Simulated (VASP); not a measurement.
# WC (Qusongite) (P-6m2) in VASP: further runs, part 3 of 3

VASP 6.6.1. The steps go on from the part before.

**4. Relaxation of cell and atoms, LDA**

File INCAR:

```
PREC = Accurate
ENCUT = 600
EDIFF = 1E-7
ISMEAR = 1
SIGMA = 0.1
LREAL = False
LASPH = True
NELM = 80
ALGO = Normal
ISIF = 3
LWAVE = False
LCHARG = False
GGA = CA
IBRION = 2
NSW = 90
EDIFFG = -0.005
```

File KPOINTS:

```
regular mesh
0
Gamma
  15 15 13
```

File POSCAR:

```
WC                                      
1.0
    2.8892524253      0.0000000000      0.0000000000
   -1.4446262127      2.5021659983     -0.0000000000
    0.0000000000      0.0000000000      2.8175173365
  W               C             
     1     1
Direct
     0.0000000000000000    0.0000000000000000    0.0000000000000000
     0.6666666667000030    0.3333333332999970    0.5000000000000000
```

Potentials or basis: VASP PAW LDA potentials, release 64 (W_sv, C).

On the command line:

```bash
$ cat potpaw_LDA.64/W_sv/POTCAR potpaw_LDA.64/C/POTCAR > POTCAR
$ mpirun -np 1 vasp_std > vasp.out
```

OUTCAR:

```text
PREC = Accurate
   ENCUT = 600
   EDIFF = 1E-7
   ISMEAR = 1
   LREAL = False
   LASPH = True
   NELM = 80
   ISIF = 3
   GGA = CA
   IBRION = 2
   NSW = 90
   EDIFFG = -0.005

 ion  position               nearest neighbor table
   1  0.000  0.000  0.000-   2 2.18   2 2.18   2 2.18   2 2.18   2 2.18   2 2.18
   2  0.667  0.333  0.500-   1 2.18   1 2.18   1 2.18   1 2.18   1 2.18   1 2.18

  LATTYP: Found a hexagonal cell.
 ALAT       =     2.8892524253
 C/A-ratio  =     0.9751717475

  Lattice vectors:

 A1 = (   2.8892524253,   0.0000000000,   0.0000000000)
 A2 = (  -1.4446262127,   2.5021659983,   0.0000000000)
 A3 = (   0.0000000000,   0.0000000000,   2.8175173365)

Analysis of symmetry for initial positions (statically):
=====================================================================
 Subroutine PRICEL returns:
[... 272 lines left out ...]
      7       7.8334      2.00000
      8       7.8334      2.00000
      9      11.3831     -0.06282
     10      14.5219      0.00000
     11      14.5219      0.00000
     12      16.9605      0.00000
     13      16.9605      0.00000
[... 354 lines left out ...]
  band No.  band energies     occupation
      1     -62.1771      2.00000
      2     -27.1603      2.00000
      3     -26.7825      2.00000
      4     -26.3596      2.00000
      5       0.7639      2.00000
      6       4.4263      2.00000
      7       7.1486      2.00000
      8       7.6776      2.00000
      9      11.2766      0.45341
     10      12.3198     -0.00000
     11      14.1815      0.00000
     12      15.3882      0.00000
     13      19.8969      0.00000

 [... further k-points ...]

------------------------ aborting loop because EDIFF is reached ----------------------------------------

  FORCE on cell =-STRESS in cart. coord.  units (eV):
  Direction    XX          YY          ZZ          XY          YZ          ZX
  --------------------------------------------------------------------------------------
  -------------------------------------------------------------------------------------
  Total       -0.0012389     -0.0012389     -0.0007545      0.0000000      0.0000000      0.0000000
  in kB       -0.0974206     -0.0974206     -0.0593287      0.0000000      0.0000000      0.0000000
  external PRESSURE =      -0.0847233 kB  Pullay stress =       0.0000000 kB
[... 17 lines left out ...]
  FREE ENERGIE OF THE ION-ELECTRON SYSTEM (eV)
  ---------------------------------------------------
  free  energy   TOTEN  =       -24.7022297466 eV

  energy  without entropy=      -24.7021158963  energy(sigma->0) =      -24.70219180

 reached required accuracy - stopping structural energy minimisation
```

OSZICAR:

```text
N       E                     dE             d eps       ncg     rms          rms(c)
DAV:   1     0.118574162784E+03    0.11857E+03   -0.10600E+04  4914   0.170E+03
DAV:   2    -0.234914754183E+02   -0.14207E+03   -0.13815E+03  5574   0.409E+02
[... 18 lines left out ...]
   2 F= -.24702208E+02 E0= -.24702170E+02  d E =0.185681E-04
       N       E                     dE             d eps       ncg     rms          rms(c)
DAV:   1    -0.247023441291E+02   -0.13595E-03   -0.28351E-03  4984   0.791E-01    0.162E-01
DAV:   2    -0.247022471702E+02    0.96959E-04   -0.24348E-04  5049   0.202E-01    0.318E-02
DAV:   3    -0.247022322311E+02    0.14939E-04   -0.27444E-05  5309   0.487E-02    0.102E-02
DAV:   4    -0.247022297461E+02    0.24850E-05   -0.67060E-06  5399   0.307E-02    0.133E-02
DAV:   5    -0.247022297466E+02   -0.51750E-09   -0.49675E-07  5444   0.836E-03
   3 F= -.24702230E+02 E0= -.24702192E+02  d E =-.303286E-05
```

Run time: 33 s. Hardware: 1 thread of Intel Xeon Platinum 8375C at 2.90GHz (Ice Lake), shared host; peak memory 0.19 GiB.

What came out:

| Item | Value |
| --- | --- |
| Free energy | -24.7022 eV |
| Relaxed volume | 10.19 Å³/atom |
| Relaxed cell | a = 2.890 Å, b = 2.890 Å, c = 2.818 Å, α = 90.00°, β = 90.00°, γ = 120.00° |
| Space group after relaxing (to 0.05 Å) | P-6m2 (No. 187) |
| Energy gained by relaxing | 0.0 meV/atom |
| Ionic steps | 3 |
| Pressure after relaxing | 0.0 GPa |
| Band gap on the k mesh | none (metal or under the smearing width) |

Final structure:
```
W C
1.0
     2.88954    0.00000    0.00000
    -1.44477    2.50241    0.00000
     0.00000    0.00000    2.81786
W C
1 1
Direct
  0.00000 0.00000 0.00000
  0.66667 0.33333 0.50000
```

Levels at points of the mesh, in eV from the Fermi level:
```
           k point  band 6  band 7  band 8  band 9  band 10  band 11  band 12  band 13
(0.00, 0.00, 0.00)   -4.42   -3.41   -3.41    0.14     3.28     3.28     5.72     5.72
```

Spin-orbit coupling is left out, which matters for the levels of W.

**5. Relaxation of cell and atoms, PBE**

This run uses another cell than the first one, of 10.38 Å³/atom, 1.019 times its volume.

File INCAR:

```
SYSTEM = WC
PREC = Accurate
ENCUT = 300
EDIFF = 1E-6
ISMEAR = 1
SIGMA = 0.1
LREAL = .False.
LASPH = .True.
NELM = 80
ALGO = Normal
ISIF = 3
LWAVE = .False.
LCHARG = .False.
GGA = PE
IBRION = 2
NSW = 90
EDIFFG = -0.01
```

File KPOINTS:

```
Automatic mesh
0
Gamma
  8 8 7
  0 0 0
```

File POSCAR:

```
WC
1.0
    2.9065000000      0.0000000000      0.0000000000
   -1.4532500000      2.5171028361      0.0000000000
    0.0000000000      0.0000000000      2.8366000000
W C
1 1
Direct
    0.0000000000      0.0000000000      0.0000000000
    0.6666666667      0.3333333333      0.5000000000
```

Potentials or basis: VASP PAW PBE potentials, release 64 (W_sv, C_s).

On the command line:

```bash
$ cat potpaw_PBE.64/W_sv/POTCAR potpaw_PBE.64/C_s/POTCAR > POTCAR
$ mpirun -np 1 vasp_std > vasp.out
```

Wall time 10 s (1 thread of Intel Xeon Platinum 8488C (Sapphire Rapids), shared host); peak memory 0.11 GiB.

These settings aren't checked as converged: the numbers below hold their error.

What came out:

```
Free energy                            : -22.4483 eV
Relaxed volume                         : 10.52 Å³/atom
Relaxed cell                           : a = 2.922 Å, b = 2.922 Å, c = 2.846 Å, α = 90.00°, β = 90.00°, γ = 120.00°
Space group after relaxing (to 0.05 Å) : P-6m2 (No. 187)
Energy gained by relaxing              : 2.4 meV/atom
Ionic steps                            : 6
Band gap on the k mesh                 : none (metal or under the smearing width)
```

Caveat: the cutoff is under 1.25 times the usual one of these potentials, so pressure, stress and relaxed cells hold a basis-set (Pulay) error.

**6. Relaxation of cell and atoms, PBE**

This run uses another cell than the first one, of 10.52 Å³/atom, 1.033 times its volume.

Edit INCAR of step 5 so:

```diff
@@ -3,3 +3,3 @@
 ENCUT = 300
-EDIFF = 1E-6
+EDIFF = 1E-7
 ISMEAR = 1
@@ -16,2 +16,2 @@
 NSW = 90
-EDIFFG = -0.01
+EDIFFG = -0.005
```

KPOINTS is that of step 5.

File POSCAR:

```
WC                                      
1.0
    2.9215219181     -0.0000000000     -0.0000000000
   -1.4607609591      2.5301121988     -0.0000000000
    0.0000000000     -0.0000000000      2.8455482341
  W               C             
     1     1
Direct
     0.0000000000000000    0.0000000000000000    0.0000000000000000
     0.6666666667000030    0.3333333332999970    0.5000000000000000
```

Potentials or basis: VASP PAW PBE potentials, release 64 (W_sv, C_s).

On the command line:

```bash
$ cat potpaw_PBE.64/W_sv/POTCAR potpaw_PBE.64/C_s/POTCAR > POTCAR
$ mpirun -np 1 vasp_std > vasp.out
```

OUTCAR:

```text
SYSTEM = WC
   PREC = Accurate
   ENCUT = 300
   EDIFF = 1E-7
   ISMEAR = 1
   LREAL = .False.
   LASPH = .True.
   NELM = 80
   ISIF = 3
   GGA = PE
   IBRION = 2
   NSW = 90
   EDIFFG = -0.005

 ion  position               nearest neighbor table
   1  0.000  0.000  0.000-   2 2.21   2 2.21   2 2.21   2 2.21   2 2.21   2 2.21
   2  0.667  0.333  0.500-   1 2.21   1 2.21   1 2.21   1 2.21   1 2.21   1 2.21

  LATTYP: Found a hexagonal cell.
 ALAT       =     2.9215219181
 C/A-ratio  =     0.9739951689

  Lattice vectors:

 A1 = (   2.9215219181,   0.0000000000,   0.0000000000)
 A2 = (  -1.4607609591,   2.5301121988,   0.0000000000)
 A3 = (   0.0000000000,   0.0000000000,   2.8455482341)

Analysis of symmetry for initial positions (statically):
=====================================================================
 Subroutine PRICEL returns:
 Original cell was already a primitive cell.

 Routine SETGRP: Setting up the symmetry group for a
 hexagonal supercell.

 Subroutine GETGRP returns: Found 12 space group operations
 (whereof 12 operations were pure point group operations)
 out of a pool of 24 trial point group operations.

The static configuration has the point symmetry D_3h.

Analysis of symmetry for dynamics (positions and initial velocities):
=====================================================================
 Subroutine PRICEL returns:
 Original cell was already a primitive cell.
[... 235 lines left out ...]
  ext. energy  EPLUGINS =         0.00000000
  ---------------------------------------------------
  free energy    TOTEN  =       -22.45071542 eV

  energy without entropy =      -22.45062763  energy(sigma->0) =      -22.45068616

 E-fermi :  11.4301     XC(G=0): -13.7163

 val. band max:       11.3806735903   @ k =   0.0000   0.0000   0.0000
 cond. band min:      11.4383734874   @ k =   0.0000   0.0000   0.1429
 fundamental gap:      0.0576998970
 Fermi energy:        11.4301135406

 k-point     1 :       0.0000    0.0000    0.0000
  band No.  band energies     occupation
      1     -62.7285      2.00000
      2     -26.7275      2.00000
      3     -26.6179      2.00000
      4     -26.6179      2.00000
      5      -3.0671      2.00000
      6       7.0544      2.00000
      7       7.9988      2.00000
      8       7.9988      2.00000
      9      11.3807      1.73401
     10      14.4630      0.00000
     11      14.4630      0.00000
     12      16.8397      0.00000
     13      16.8397      0.00000
[... 354 lines left out ...]
  band No.  band energies     occupation
      1     -62.6603      2.00000
      2     -27.2182      2.00000
      3     -27.0522      2.00000
      4     -26.7276      2.00000
      5       0.1077      2.00000
      6       4.6484      2.00000
      7       7.3789      2.00000
      8       8.1792      2.00000
      9      10.0946      2.00000
     10      14.1714      0.00000
     11      14.7902      0.00000
     12      17.8577      0.00000
     13      18.5219      0.00000

 [... further k-points ...]

------------------------ aborting loop because EDIFF is reached ----------------------------------------

  FORCE on cell =-STRESS in cart. coord.  units (eV):
  Direction    XX          YY          ZZ          XY          YZ          ZX
  --------------------------------------------------------------------------------------
  -------------------------------------------------------------------------------------
  Total        0.0018623      0.0018623     -0.0009303     -0.0000000     -0.0000000      0.0000000
  in kB        0.1418135      0.1418135     -0.0708426     -0.0000000     -0.0000000      0.0000000
  external PRESSURE =       0.0709281 kB  Pullay stress =       0.0000000 kB
[... 17 lines left out ...]
  FREE ENERGIE OF THE ION-ELECTRON SYSTEM (eV)
  ---------------------------------------------------
  free  energy   TOTEN  =       -22.4507154226 eV

  energy  without entropy=      -22.4506276277  energy(sigma->0) =      -22.45068616

 reached required accuracy - stopping structural energy minimisation
```

CONTCAR:

```text
WC
   1.00000000000000
     2.9218185574787308   -0.0000000000000059    0.0000000000000000
    -1.4609092787893756    2.5303690960377505   -0.0000000000000000
     0.0000000000000000    0.0000000000000000    2.8458068017792049
  W               C
     1     1
Direct
     0.0000000000000000    1.0000000000000000    0.0000000000000000
     0.6666666667000030    0.3333333332999970    0.5000000000000000

  0.00000000E+00  0.00000000E+00  0.00000000E+00
  0.00000000E+00  0.00000000E+00  0.00000000E+00
```

Run time: 8.8 s. Hardware: 1 thread of Intel Xeon Platinum 8488C (Sapphire Rapids), shared host; peak memory 0.12 GiB.

These settings aren't checked as converged: the numbers below hold their error.

Results:

```
Free energy                            : -22.4507 eV
Relaxed volume                         : 10.52 Å³/atom
Relaxed cell                           : a = 2.922 Å, b = 2.922 Å, c = 2.846 Å, α = 90.00°, β = 90.00°, γ = 120.00°
Space group after relaxing (to 0.05 Å) : P-6m2 (No. 187)
Energy gained by relaxing              : 0.0 meV/atom
Ionic steps                            : 3
Band gap on the k mesh                 : none (metal or under the smearing width)
```

Caveat: the cutoff is under 1.25 times the usual one of these potentials, so pressure, stress and relaxed cells hold a basis-set (Pulay) error.
